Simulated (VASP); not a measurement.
Crystal: GaP.

```xyz
2
Lattice="0.0000 2.7252 2.7252 2.7252 0.0000 2.7252 2.7252 2.7252 0.0000" Properties=species:S:1:pos:R:3 pbc="T T T"
Ga    0.0000    0.0000    0.0000
P     4.0879    4.0879    4.0879
```

```yaml
Program: VASP 6.6.1
Task: relaxation of cell and atoms
Functional: PBE
Potentials_or_basis: VASP PAW PBE potentials, release 64 (Ga_d_GW, P_GW)
Cutoff: 630 eV
k_mesh: 8 × 8 × 8
Occupations: fermi-dirac, width 0.05 eV
Spin: no spin polarisation
```

At the start: pressure 2.3 GPa; volume 20.24 Å³/atom.

Task: How do energy, volume and symmetry change on relaxing?

Result: Over 9 steps the energy falls by 4.0 meV/atom and the volume is 20.79 Å³/atom (+2.7 %); space group F-43m (No. 216, to 0.05 Å).

Step by step:
```csv
step,energy change (eV),largest force (eV/Å),pressure (GPa),volume (Å³)
1,0.0000,0.0000,2.26,40.48
2,-0.0061,0.0000,-0.79,42.18
3,-0.0080,0.0000,0.07,41.62
4,-0.0080,0.0000,-0.41,41.67
5,-0.0076,0.0000,0.54,41.36
6,-0.0080,0.0000,0.04,41.58
7,-0.0080,0.0000,-0.06,41.59
8,-0.0080,0.0000,0.12,41.58
9,-0.0080,0.0000,0.01,41.59
```

Final structure:
```
Ga P
1.0
     0.00000    2.74987    2.74987
     2.74987    0.00000    2.74987
     2.74987    2.74987    0.00000
Ga P
1 1
Direct
  0.00000 0.00000 0.00000
  0.75000 0.75000 0.75000
```
